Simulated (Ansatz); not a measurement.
Where the states of SiNi lie

```cif
data_structure
_symmetry_space_group_name_H-M 'P 1'
_symmetry_Int_Tables_number 1
_cell_length_a 3.0266
_cell_length_b 3.2735
_cell_length_c 4.6978
_cell_angle_alpha 90.000
_cell_angle_beta 90.000
_cell_angle_gamma 90.000
_cell_volume 46.54
loop_
_atom_site_label
_atom_site_type_symbol
_atom_site_fract_x
_atom_site_fract_y
_atom_site_fract_z
_atom_site_occupancy
Si1 Si 0.50000 0.50000 0.84230 1
Si2 Si 0.00000 0.00000 0.15770 1
Ni1 Ni 0.50000 0.50000 0.34422 1
Ni2 Ni 0.00000 0.00000 0.65578 1
```

The runs use the primitive cell with vectors (3.027, 0.000, 0.000), (0.000, 3.273, 0.000), (0.000, 0.000, 4.698) Å, to which the k mesh refers.

The geometry is COD entry 2300377, unchecked; take it as a test cell.

The calculation used DFT, LDA, all-electron LAPW, scalar-relativistic (Ansatz 0.2.0).

Numerical set-up: a Γ-centred 11×10×7 k mesh, Fermi–Dirac smearing of 0.05 eV, basis error target 1 meV/atom, spin-polarised from start moments Ni3 1.5, Ni4 1.5 μB (the moments died away, and the run ended non-magnetic).

States per eV and cell, averaged over 0.6 eV, from -9.4 to 3.6 eV, with energies (bin centres) from the Fermi level; empty bins are left out. The partial columns, the largest 4 alone, are projections on Löwdin-orthogonalised atomic shells (those that the program's projection atoms carry: the occupied ones and, for some elements, an empty d or f shell; other empty shells have no column), summed over atoms of an element. Weights on diffuse s and p shells depend on that basis and aren't pure angular character.

```json
{"E (eV)": "-9.2", "total": "0.83", "Ni 3d": "0.05", "Si 3p": "0.27", "Si 3s": "0.38", "Ni 4s": "0.11"}
{"E (eV)": "-8.6", "total": "1.11", "Ni 3d": "0.11", "Si 3p": "0.31", "Si 3s": "0.55", "Ni 4s": "0.12"}
{"E (eV)": "-8.0", "total": "1.20", "Ni 3d": "0.20", "Si 3p": "0.25", "Si 3s": "0.64", "Ni 4s": "0.09"}
{"E (eV)": "-7.4", "total": "0.43", "Ni 3d": "0.08", "Si 3p": "0.13", "Si 3s": "0.18", "Ni 4s": "0.04"}
{"E (eV)": "-6.8", "total": "0.58", "Ni 3d": "0.09", "Si 3p": "0.33", "Si 3s": "0.06", "Ni 4s": "0.09"}
{"E (eV)": "-6.2", "total": "1.75", "Ni 3d": "0.41", "Si 3p": "1.00", "Si 3s": "0.15", "Ni 4s": "0.16"}
{"E (eV)": "-5.6", "total": "1.93", "Ni 3d": "0.68", "Si 3p": "0.89", "Si 3s": "0.19", "Ni 4s": "0.14"}
{"E (eV)": "-5.0", "total": "1.87", "Ni 3d": "0.83", "Si 3p": "0.77", "Si 3s": "0.12", "Ni 4s": "0.12"}
{"E (eV)": "-4.4", "total": "2.26", "Ni 3d": "1.35", "Si 3p": "0.66", "Si 3s": "0.10", "Ni 4s": "0.10"}
{"E (eV)": "-3.8", "total": "6.42", "Ni 3d": "4.90", "Si 3p": "1.13", "Si 3s": "0.10", "Ni 4s": "0.11"}
{"E (eV)": "-3.2", "total": "6.30", "Ni 3d": "5.14", "Si 3p": "0.92", "Si 3s": "0.07", "Ni 4s": "0.05"}
{"E (eV)": "-2.6", "total": "6.01", "Ni 3d": "5.30", "Si 3p": "0.48", "Si 3s": "0.04", "Ni 4s": "0.06"}
{"E (eV)": "-2.0", "total": "6.85", "Ni 3d": "6.32", "Si 3p": "0.30", "Si 3s": "0.07", "Ni 4s": "0.07"}
{"E (eV)": "-1.4", "total": "4.13", "Ni 3d": "3.22", "Si 3p": "0.60", "Si 3s": "0.16", "Ni 4s": "0.06"}
{"E (eV)": "-0.8", "total": "1.01", "Ni 3d": "0.55", "Si 3p": "0.33", "Si 3s": "0.06", "Ni 4s": "0.02"}
{"E (eV)": "-0.2", "total": "0.78", "Ni 3d": "0.39", "Si 3p": "0.27", "Si 3s": "0.07", "Ni 4s": "0.02"}
{"E (eV)": "0.4", "total": "1.64", "Ni 3d": "0.77", "Si 3p": "0.56", "Si 3s": "0.19", "Ni 4s": "0.05"}
{"E (eV)": "1.0", "total": "1.34", "Ni 3d": "0.49", "Si 3p": "0.54", "Si 3s": "0.18", "Ni 4s": "0.06"}
{"E (eV)": "1.6", "total": "1.57", "Ni 3d": "0.45", "Si 3p": "0.62", "Si 3s": "0.24", "Ni 4s": "0.14"}
{"E (eV)": "2.2", "total": "1.94", "Ni 3d": "0.44", "Si 3p": "0.84", "Si 3s": "0.24", "Ni 4s": "0.21"}
{"E (eV)": "2.8", "total": "1.70", "Ni 3d": "0.30", "Si 3p": "0.78", "Si 3s": "0.22", "Ni 4s": "0.21"}
{"E (eV)": "3.4", "total": "1.55", "Ni 3d": "0.21", "Si 3p": "0.74", "Si 3s": "0.18", "Ni 4s": "0.19"}
```

(1) Which of the resolved shells contributes most within 0.3 eV of the Fermi level?

(2) Where is the centre of the filled Ni 3d states between -14 eV and the top of the filled states?

Results:

(1) Ni 3d, with 50 % of all states there; Si 3p follows with 33 %.

(2) -2.97 eV from the Fermi level.
